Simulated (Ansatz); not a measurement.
# GaSb (rocksalt type): the cost of one run

Method: DFT LDA, with the methods named in each step, in Ansatz 0.2.0.

1 further run of the same task is left out (it didn't finish).

### 1 Starting point

The structure is cubic, space group Fm-3m (No. 225). Conventional cell: a = 5.443 Å, b = 5.443 Å, c = 5.443 Å, α = 90.00°, β = 90.00°, γ = 90.00°. Ga (site symmetry m-3m) has 6 Sb at 2.72 Å as nearest neighbours. Sb (site symmetry m-3m) is surrounded by 6 Ga at 2.72 Å.

Structure file:

```cif
data_structure
_symmetry_space_group_name_H-M 'Fm-3m'
_symmetry_Int_Tables_number 225
_cell_length_a 5.4432
_cell_length_b 5.4432
_cell_length_c 5.4432
_cell_angle_alpha 90.000
_cell_angle_beta 90.000
_cell_angle_gamma 90.000
_cell_volume 161.28
loop_
_atom_site_label
_atom_site_type_symbol
_atom_site_symmetry_multiplicity
_atom_site_Wyckoff_symbol
_atom_site_fract_x
_atom_site_fract_y
_atom_site_fract_z
_atom_site_occupancy
Ga1 Ga 4 a 0.00000 0.00000 0.00000 1
Sb1 Sb 4 b 0.50000 0.00000 0.00000 1
```

The file gives the conventional cell by its symmetry; the runs use the cell typed in the input.

Whether this phase is the stable one at these pressures isn't tested.

Atoms are numbered in the order of the input: Ga1, Sb2.

### 2 Cell relaxed at zero pressure, PAW

Contents of input.yaml:

```yaml
crystal:
  lattice:
    - [0.0, 2.7216090333, 2.7216090333]
    - [2.7216090333, 0.0, 2.7216090333]
    - [2.7216090333, 2.7216090333, 0.0]
  atoms:
    - { symbol: Ga, position: [0.0, 0.0, 0.0] }
    - { symbol: Sb, position: [0.5, 0.5, 0.5] }
kpoints:
  mp_grid: { grid: [12, 12, 12] }
scf:
  occupations: { method: fermi_dirac, width: 0.05 }
hamiltonian:
  xc: lda
  pseudopotentials: { kind: paw }
output:
  forces: true
  stress: true
  write_density: true
  write_potential: true
  elf: true
  volumetric_format: npy
relax:
  f_tol: 0.005
  max_steps: 40
  cell: {}
```

The run is started by

```bash
$ ansatz run input.yaml --threads 1 --pin off --max-ram 2048MiB --backend cpu --events-out ev --progress --plain --runs-dir out
```

**Question.** How long does this run take on 1 thread of Arm Neoverse V1, shared host, and how much memory does it need?

About 18 s, with a peak of 0.35 GiB.
